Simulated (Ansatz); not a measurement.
# AgI2: the cost of one run

Program: Ansatz 0.2.0. Level of theory: DFT PBE+D3(BJ), scalar-relativistic, plane waves, PAW. These are calculated values, not measurements.

### Step 1. The starting structure

The structure is trigonal, space group P-3m1 (No. 164). Conventional cell: a = 3.721 Å, b = 3.721 Å, c = 6.596 Å, α = 90.00°, β = 90.00°, γ = 120.00°. Ag (site symmetry -3m) is surrounded by 6 I at 2.67 Å. I (site symmetry 3m) is surrounded by 3 Ag at 2.67 Å.

As a file:

```cif
data_structure
_symmetry_space_group_name_H-M 'P-3m1'
_symmetry_Int_Tables_number 164
_cell_length_a 3.7210
_cell_length_b 3.7210
_cell_length_c 6.5956
_cell_angle_alpha 90.000
_cell_angle_beta 90.000
_cell_angle_gamma 120.000
_cell_volume 79.09
loop_
_atom_site_label
_atom_site_type_symbol
_atom_site_symmetry_multiplicity
_atom_site_Wyckoff_symbol
_atom_site_fract_x
_atom_site_fract_y
_atom_site_fract_z
_atom_site_occupancy
Ag1 Ag 1 a 0.00000 0.00000 0.00000 1
I1 I 2 d 0.33333 0.66667 0.24074 1
```

Recipe of the guess: sheets of the VS2 type stacked, one a cell (P-3m1, No. 164). The dimensions are guesses.

### Step 2. The guess as it stands, on a coarse mesh

input.yaml reads:

```yaml
crystal:
  lattice:
    - [3.7209524, 0.0, 0.0]
    - [-1.8604762, 3.2224393, 0.0]
    - [0.0, 0.0, 6.59563423]
  atoms:
    - { symbol: Ag, position: [0.0, 0.0, 0.0] }
    - { symbol: I, position: [0.33333333, 0.66666667, 0.24073759] }
    - { symbol: I, position: [0.66666667, 0.33333333, 0.75926241] }
basis:
  ecutwfc: 420
kpoints:
  mp_grid: { grid: [6, 6, 4] }
hamiltonian:
  xc: pbe
  dispersion: d3bj
scf:
  occupations: { method: gaussian, width: 0.1 }
  lower_state_search: "off"
output:
  forces: true
  stress: true
  eigenvalues: true
```

On the command line:

```sh
$ ansatz run input.yaml --threads 1 --pin off --max-ram 2048MiB --backend cpu --events-out ev --progress --plain --runs-dir out
```

Q: Estimate wall time and peak memory on 1 thread of Intel Xeon 6975P-C (Granite Rapids), shared host.

About 1.8 s, with a peak of 0.4 GiB.
